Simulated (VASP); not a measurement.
## GaP in VASP 6.6.1, relaxation

INCAR

```
PREC = Accurate
LASPH = .TRUE.
EDIFFG = -5E-3
SIGMA = 0.02
NELM = 120
ENCUT = 600
IBRION = 2
EDIFF = 1E-7
LREAL = .TRUE.
LWAVE = .FALSE.
NBANDS = 16
ISMEAR = -1
NSW = 40
ISIF = 3
LCHARG = .FALSE.
GGA = PE
```

KPOINTS

```
KPOINTS created by Atomic Simulation Environment
0
Gamma
8 8 8
0 0 0
```

POSCAR

```
Ga P
 1.0000000000000000
     2.9433940262000000    0.0000000000000000    0.0000000000000000
     0.0000000000000000    2.9433940262000000    0.0000000000000000
     0.0000000000000000    0.0000000000000000    2.9433940262000000
 Ga  P
   1   1
Cartesian
  0.0000000000000000  0.0000000000000000  0.0000000000000000
  1.4716970131000000  1.4716970131000000  1.4716970131000000
```

The recommended PBE PAW datasets give the neutral cell 18 valence electrons.

Command

```
mpirun -np 1 vasp_std
```

OSZICAR

```
N       E                     dE             d eps       ncg     rms          rms(c)
DAV:   1     0.771510512533E+02    0.77151E+02   -0.97446E+03  1248   0.204E+03
DAV:   2    -0.239952351298E+01   -0.79551E+02   -0.75835E+02  1312   0.331E+02
DAV:   3    -0.703135692343E+01   -0.46318E+01   -0.45825E+01  1344   0.598E+01
DAV:   4    -0.708104311441E+01   -0.49686E-01   -0.49668E-01  1416   0.620E+00
DAV:   5    -0.708183152568E+01   -0.78841E-03   -0.78839E-03  1432   0.759E-01    0.517E+00
DAV:   6    -0.697618680770E+01    0.10564E+00   -0.14085E-01  1576   0.115E+01    0.309E+00
DAV:   7    -0.695902446137E+01    0.17162E-01   -0.31651E-02  1744   0.258E+00    0.911E-01
DAV:   8    -0.695723653792E+01    0.17879E-02   -0.36626E-03  1400   0.930E-01    0.736E-02
DAV:   9    -0.695718422904E+01    0.52309E-04   -0.34733E-04  1456   0.202E-01    0.736E-02
DAV:  10    -0.695718355572E+01    0.67332E-06   -0.11649E-05  1296   0.306E-02    0.367E-02
...
DAV:   8    -0.763508133574E+01   -0.22173E-07   -0.70074E-08   640   0.322E-03
   4 F= -.76350813E+01 E0= -.76341209E+01  d E =-.677896E+00
       N       E                     dE             d eps       ncg     rms          rms(c)
DAV:   1    -0.764291803706E+01   -0.78367E-02   -0.92395E-02  1232   0.506E+00    0.498E-01
DAV:   2    -0.763727791075E+01    0.56401E-02   -0.90869E-03  1360   0.194E+00    0.231E-01
DAV:   3    -0.763582892304E+01    0.14490E-02   -0.14880E-03  1392   0.694E-01    0.480E-02
DAV:   4    -0.763570633678E+01    0.12259E-03   -0.11754E-04  1456   0.135E-01    0.171E-02
DAV:   5    -0.763568701228E+01    0.19324E-04   -0.15938E-05  1344   0.537E-02    0.211E-03
DAV:   6    -0.763568709558E+01   -0.83300E-07   -0.53897E-07  1440   0.663E-03
   5 F= -.76356871E+01 E0= -.76347345E+01  d E =-.678502E+00
```

Standard output (part)

```
POSCAR found type information on POSCAR GaP
 POSCAR found :  2 types and       2 ions
|     You have a (more or less) 'small supercell' and for smaller cells       |
|     it is recommended to use the reciprocal-space projection scheme!        |
|     The real-space optimization is not efficient for small cells and it     |
|     is also less accurate ...                                               |
|     Therefore, set LREAL=.FALSE. in the INCAR file.                         |
|     The real-space projection scheme for the treatment of the non-local     |
|     real-space optimization of all non-local projectors! BE WARNED that     |
|     a calculation using the real-space projection scheme together with      |
|     non-local projectors which were not real-space optimized (according     |
|     to the plane-wave cutoff used in this calculation) might give more      |
|     or less inaccurate results. I hope you know what you are doing.         |
 LDA part: xc-table for (Slater+PW92), standard interpolation
 POSCAR, INCAR and KPOINTS ok, starting setup
 WAVECAR not read
 entering main loop
 curvature:   0.00 expect dE= 0.000E+00 dE for cont linesearch  0.000E+00
 search vector abs. value=  0.244E+01
 bond charge predicted
 trial-energy change:   -0.534812  1 .order   -0.817175   -2.444575    0.810225
 bond charge predicted
 curvature:  -0.29 expect dE=-0.252E-02 dE for cont linesearch -0.252E-02
 ZBRENT: interpolating
...
```

From OUTCAR

```
k-points           NKPTS =     35   k-points in BZ     NKDIM =     35   number of bands    NBANDS=     16

   NELECT =      18.0000    total number of electrons

   dimension x,y,z NGX =    24 NGY =   24 NGZ =   24
   dimension x,y,z NGXF=    48 NGYF=   48 NGZF=   48

  energy-cutoff  :      600.00
  volume of cell :       33.36
      direct lattice vectors                 reciprocal lattice vectors
     3.219136306  0.000000000  0.000000000     0.310642329 -0.000000000  0.000000000
     0.000000000  3.219136306  0.000000000    -0.000000000  0.310642329 -0.000000000
     0.000000000  0.000000000  3.219136306     0.000000000  0.000000000  0.310642329

 k-points in reciprocal lattice and weights: KPOINTS created by Atomic Simulation Env
   0.00000000  0.00000000  0.00000000       0.002
   0.12500000  0.00000000  0.00000000       0.012
   0.25000000  0.00000000  0.00000000       0.012
   0.37500000  0.00000000  0.00000000       0.012
   0.50000000  0.00000000  0.00000000       0.006
   0.12500000  0.12500000  0.00000000       0.023
   0.25000000  0.12500000  0.00000000       0.047
   0.37500000  0.12500000  0.00000000       0.047
   ...

 E-fermi :   7.2645

 k-point     1 :       0.0000    0.0000    0.0000
  band No.  band energies     occupation
      1      -7.7327      2.00000
      2      -7.7327      2.00000
      3      -7.5913      2.00000
      4      -7.5913      2.00000
      5      -7.5913      2.00000
      6      -6.4931      2.00000
      7       6.0094      2.00000
      8       6.3679      2.00000
      9       6.3679      2.00000
     10       6.3679      2.00000
     11      11.5745      0.00000
     12      11.5745      0.00000
     13      17.6794      0.00000
     14      17.6794      0.00000
     15      17.6794      0.00000
     16      21.0099      0.00000

 k-point     2 :       0.1250    0.0000    0.0000
  band No.  band energies     occupation
      1      -7.7306      2.00000
      2      -7.7165      2.00000
      3      -7.5996      2.00000
      4      -7.5996      2.00000
      5      -7.5904      2.00000
      6      -6.2891      2.00000
      7       3.9855      2.00000
      8       6.5600      2.00000
      9       6.5600      2.00000
     10       7.4879      0.00003
     11      11.7590      0.00000
     12      12.9034      0.00000
     13      16.5675      0.00000
     14      16.5675      0.00000
     15      16.8969      0.00000
     16      21.1270      0.00000

 k-point     3 :       0.2500    0.0000    0.0000
  band No.  band energies     occupation
      1      -7.7254      2.00000
      2      -7.6790      2.00000
      3      -7.6197      2.00000
      4      -7.6197      2.00000
      5      -7.5882      2.00000
      6      -5.6902      2.00000
      7       1.6010      2.00000
      8       7.1056      1.99929
      9       7.1056      1.99929
     10       8.3478      0.00000
     11      12.2961      0.00000
     12      14.0199      0.00000
     13      14.6040      0.00000
     14      14.6040      0.00000
     15      17.1238      0.00000
     16      19.8067      0.00000

 ...

  Total        0.0024090      0.0024090      0.0024090      0.0000000     -0.0000000      0.0000000
  in kB        0.1156983      0.1156983      0.1156983      0.0000000     -0.0000000      0.0000000
  external PRESSURE =       0.1156983 kB  Pullay stress =       0.0000000 kB

 POSITION                                       TOTAL-FORCE (eV/Angst)
 -----------------------------------------------------------------------------------
      0.00000      0.00000      0.00000        -0.000000     -0.000000      0.000000
      1.60957      1.60957      1.60957         0.000000      0.000000      0.000000
 -----------------------------------------------------------------------------------
    total drift:                               -0.000000      0.000000      0.000000

  FREE ENERGIE OF THE ION-ELECTRON SYSTEM (eV)
  ---------------------------------------------------
  free  energy   TOTEN  =        -7.6356870956 eV

  energy  without entropy=       -7.6337819959  energy(sigma->0) =       -7.63473455
```

| ionic step | ΔE (meV/atom) | volume (Å³) | largest force (eV/Å) | pressure (GPa) | electronic steps |
| --- | --- | --- | --- | --- | --- |
| 1 | 0.0 | 25.50 | 0.000 | 36.52 | 13 |
| 2 | -267.4 | 37.80 | 0.000 | -8.17 | 11 |
| 3 | -337.9 | 32.87 | 0.000 | 1.70 | 9 |
| 4 | -338.9 | 33.59 | 0.000 | -0.79 | 8 |
| 5 | -339.3 | 33.36 | 0.000 | 0.01 | 6 |

It converged. Results: relaxed cell vector lengths 3.219, 3.219, 3.219 Å; relaxed cell volume 33.36 Å³.

These settings aren't sound, so the numbers aren't properties of the crystal. The volume moved far on the plane waves of the start cell, so a restart from CONTCAR is due.

On sound settings the PBE relaxation ends at 33.02 Å³.

The run took about 24 s on one core of a shared host (Intel Xeon 6975P-C) and held 0.14 GiB at most.
